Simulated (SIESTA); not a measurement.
Crystal: MnO.

```
Mn O
1.0
     0.00000    2.22391    2.22391
     2.22391    0.00000    2.22391
     2.22391    2.22391    0.00000
Mn O
1 1
Direct
  0.00000 0.00000 0.00000
  0.50000 0.50000 0.50000
```

The cell is a database's computed one.

```yaml
Program: SIESTA 5.4.2
Task: single point
Functional: PBEsol
Potentials_or_basis: PseudoDojo 0.4 standard (PBEsol files)
Basis: DZP (energy shift 0.003 Ry; two zetas on semicore shells)
Grid_cutoff: 800 Ry
Energy_shift: 0.003 Ry
k_mesh: 10 × 10 × 10
Occupations: fermi-dirac, width 0.05 eV
Spin: collinear spin, ferromagnetic start
Starting_moments: "[4.0, 0.0] μB"
```

On this cell: pressure -5.9 GPa; largest force zero by symmetry; net moment 4.80 μB per cell; site moments Mn +4.62; O +0.18 μB; band gap on the k mesh none (metal or under the smearing width).

The same run follows on a disturbed copy (atoms moved at random, drawn with an rms of 0.05 Å):

```xyz
2
Lattice="0.0000 2.2239 2.2239 2.2239 0.0000 2.2239 2.2239 2.2239 0.0000" Properties=species:S:1:pos:R:3 pbc="T T T"
Mn    0.0214    0.0100   -0.0449
O     2.2306    2.2150    2.2615
```

Problem. What does the disturbed cell give?

Solution. The energy (extrapolated to zero smearing) moves by +7.0 meV/atom; pressure -5.3 GPa; largest force 0.329 eV/Å; net moment 4.80 μB per cell; site moments Mn +4.62; O +0.18 μB; band gap on the k mesh none (metal or under the smearing width).

Forces in eV/Å, atoms in the order of the input:
```
Mn  -0.052 -0.067  0.317
O    0.052  0.066 -0.318
```

Stress tensor (GPa, compression positive):
```
-5.75  0.00  0.06
 0.00 -5.73  0.07
 0.06  0.07 -4.56
```

Caveats: short orbitals over semicore shells can move pressures by several GPa; the basis of atomic orbitals isn't converged, which shifts pressures, moduli and gaps; a cell with one magnetic atom can't hold antiferromagnetic order, which such compounds often take; semilocal functionals often make such compounds metallic where correlation or magnetic order opens a gap, which also shifts bond lengths.
